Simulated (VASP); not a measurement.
# Settings for SiO₂: relaxation of the cell

SiO₂, P4_2/mnm (no. 136), 6 atoms in the cell. PBE; PAW potentials Si, O (PBE set). VASP 6.6.1.

Wanted: cell volume within 0.05 %; lattice lengths within 0.03 %; shortest distances from each atom, periodic images included within 0.002 Å.

What the run is for: cell; Accuracy asked: tight.

The series start from Plane-wave cutoff (eV): 600; k-point mesh: 4 × 4 × 7; Relaxation passes: 2; Ionic threshold (EDIFFG): -0.005; Electronic threshold (eV): 1e-6; Precision mode (PREC): Accurate; Relaxation algorithm: IBRION=2 POTIM=0.5. Each series keeps the choices made before it, and each single choice may use up half of a tolerance. Times cover all steps of a run.

## Plane-wave cutoff (eV)

| Plane-wave cutoff (eV) | Cell volume (Å³) | Lattice lengths, largest deviation against the largest value | Shortest distances from each atom, periodic images included, largest deviation (Å) | Time (s) |
|---|---|---|---|---|
| 400 | 46.89 | 1.2 % | 0.0291 | 68 |
| 460 | 48.09 | 0.18 % | 0.0044 | 60 |
| 520 | 48.27 | 0.0047 % | 0.0001 | 36 |
| 600 | 48.2 | 0.058 % | 0.0015 | 71 |
| 700 | 48.2 | 0.063 % | 0.0016 | 74 |
| 840 (reference) | 48.28 | 0 % | 0.0000 | 88 |

Chosen: 840; the next looser run is off by more than half of the tolerance, so convergence isn't shown beyond this value.

## k-point mesh

| k-point mesh | Cell volume (Å³) | Lattice lengths, largest deviation against the largest value | Shortest distances from each atom, periodic images included, largest deviation (Å) | Time (s) |
|---|---|---|---|---|
| 2 × 2 × 4 | 48.27 | 0.013 % | 0.0012 | 49 |
| 3 × 3 × 4 | 48.25 | 0.064 % | 0.0014 | 59 |
| 4 × 4 × 5 | 48.28 | 0.0047 % | 0.0001 | 70 |
| 4 × 4 × 7 | 48.28 | 0.00047 % | 0.0000 | 88 |
| 5 × 5 × 8 | 48.28 | 0 % | 0.0000 | 103 |
| 7 × 7 × 10 (reference) | 48.28 | 0 % | 0.0000 | 178 |

Chosen: 4 × 4 × 5, the loosest value from which every tighter one stays within half of the tolerance.

## Relaxation passes

| Relaxation passes | Cell volume (Å³) | Lattice lengths, largest deviation against the largest value | Shortest distances from each atom, periodic images included, largest deviation (Å) | Time (s) |
|---|---|---|---|---|
| 1 | 48.28 | 0 % | 0.0000 | 57 |
| 2 | 48.28 | 0 % | 0.0000 | 70 |
| 3 (reference) | 48.28 | 0 % | 0.0000 | 88 |

Chosen: 1.

## Ionic threshold (EDIFFG)

| Ionic threshold (EDIFFG) | Cell volume (Å³) | Lattice lengths, largest deviation against the largest value | Shortest distances from each atom, periodic images included, largest deviation (Å) | Time (s) |
|---|---|---|---|---|
| -0.05 | 48.27 | 0.0078 % | 0.0004 | 39 |
| -0.02 | 48.27 | 0.0078 % | 0.0004 | 38 |
| -0.01 | 48.27 | 0.0078 % | 0.0004 | 43 |
| -0.005 | 48.28 | 0 % | 0.0000 | 57 |
| -0.002 (reference) | 48.28 | 0 % | 0.0000 | 56 |

Chosen: -0.005.

## Electronic threshold (eV)

| Electronic threshold (eV) | Cell volume (Å³) | Lattice lengths, largest deviation against the largest value | Shortest distances from each atom, periodic images included, largest deviation (Å) | Time (s) |
|---|---|---|---|---|
| 0.0001 | 48.26 | 0.01 % | 0.0004 | 36 |
| 1e-5 | 48.28 | 0.0035 % | 0.0001 | 51 |
| 1e-6 | 48.28 | 0.0012 % | 0.0001 | 57 |
| 1e-7 (reference) | 48.28 | 0 % | 0.0000 | 56 |

Chosen: 1e-5.

## Precision mode (PREC)

| Precision mode (PREC) | Cell volume (Å³) | Lattice lengths, largest deviation against the largest value | Shortest distances from each atom, periodic images included, largest deviation (Å) | Time (s) |
|---|---|---|---|---|
| Normal | 48.28 | 0.00024 % | 0.0000 | 23 |
| Accurate (reference) | 48.28 | 0 % | 0.0000 | 51 |

Chosen: Normal.

## Relaxation algorithm

| Relaxation algorithm | Cell volume (Å³) | Lattice lengths, largest deviation against the largest value | Shortest distances from each atom, periodic images included, largest deviation (Å) | Time (s) |
|---|---|---|---|---|
| IBRION=2 POTIM=0.5 | 48.28 | 0 % | 0.0000 | 23 |
| IBRION=2 POTIM=0.2 | 48.28 | 0.00071 % | 0.0000 | 27 |
| IBRION=1 POTIM=0.5 | 48.28 | 0.0019 % | 0.0001 | 28 |
| IBRION=1 POTIM=0.2 | 48.28 | 0.00071 % | 0.0000 | 27 |

Chosen: IBRION=2 POTIM=0.5; no other choice that stays within half of the tolerance saves 30 % of the time.

## All choices together

| Input | Cell volume (Å³) | Lattice lengths, largest deviation against the largest value | Shortest distances from each atom, periodic images included, largest deviation (Å) | Time (s) |
|---|---|---|---|---|
| the program's defaults (naive) | 46.9 | 1.2 % | 0.0268 | 12 |
| chosen settings | 48.28 | 0.0064 % | 0.0001 | 23 |
| reference settings throughout | 48.28 | 0 % | 0.0000 | 208 |

The chosen settings stay within the tolerance of the reference run, but the reference itself isn't shown to be converged in: Plane-wave cutoff (eV).

Values of the reference run: Lattice lengths: 4.234, 4.234, 2.694 Å.

## The input

INCAR.step1:
```
GGA = PE ; ISMEAR = 0
SIGMA = 0.03 ; LWAVE = F
LCHARG = F ; NSW = 80
PREC = Normal ; LASPH = T
LREAL = F ; ALGO = Normal
EDIFF = 1E-5 ; NELM = 120
GGA_COMPAT = F ; IBRION = 2
ISIF = 3 ; EDIFFG = -0.005
NELMIN = 4 ; ENCUT = 840
EFERMI = MIDGAP ; KPAR = 2
POTIM = 0.5
```

INCAR.step2, as INCAR.step1 but for:
```
- NSW = 80
- IBRION = 2
- ISIF = 3
- EDIFFG = -0.005
- NELMIN = 4
- POTIM = 0.5
+ ISIF = 2
```

KPOINTS:
```
Automatic mesh
0
Gamma
  4 4 5
  0 0 0
```

POSCAR.step1:
```
SiO2
1.0
    4.2331690000      0.0000000000      0.0000000000
    0.0000000000      4.2331690000      0.0000000000
    0.0000000000      0.0000000000      2.6934950000
Si O
2 4
Direct
    0.0000000000      0.0000000000      0.0000000000
    0.5000000000      0.5000000000      0.5000000000
    0.8068390000      0.1931610000      0.5000000000
    0.3068390000      0.3068390000      0.0000000000
    0.1931610000      0.8068390000      0.5000000000
    0.6931610000      0.6931610000      0.0000000000
```

Commands (each step's output is kept before the next begins):
```
cat potpaw_PBE.64/Si/POTCAR potpaw_PBE.64/O/POTCAR > POTCAR
cp INCAR.step1 INCAR
cp POSCAR.step1 POSCAR
mpirun -np 2 vasp_std > vasp.out
cp CONTCAR POSCAR
cp INCAR.step2 INCAR
mpirun -np 2 vasp_std > vasp.out
```

The chosen input took VASP 6.6.1 23 s on 2 cores (Intel Xeon Platinum 8488C (Sapphire Rapids)), a shared host.
